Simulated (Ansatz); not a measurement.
InN (wurtzite, P6_3mc) at seven volumes, plane-wave PAW LDA (Ansatz code), shape and atoms relaxed at each. One row is withheld.

```csv
V (Å³/atom),P (GPa)
13.695,17.15
14.147,10.45
14.598,?
15.050,0.00
15.501,-4.04
15.953,-7.45
16.404,-10.32
```

Question: Fit the shown pressures and predict the withheld one.

Answer: P = (3/2)B₀(x^(7/2) − x^(5/2))[1 + (3/4)(B′ − 4)(x − 1)] with x = (V₀/V)^(2/3). Least squares on the six rows gives V₀ = 15.050 Å³/atom, B₀ = 146 GPa, B′ = 4.62. At V = 14.598, x = 1.0205 and P = 4.78 GPa. The run itself gave 4.79 GPa.

The LDA relaxation kept the symmetry of its start; of distortions, only those at the zone centre were tested.

Potentials: the later of the program's two PAW sets.
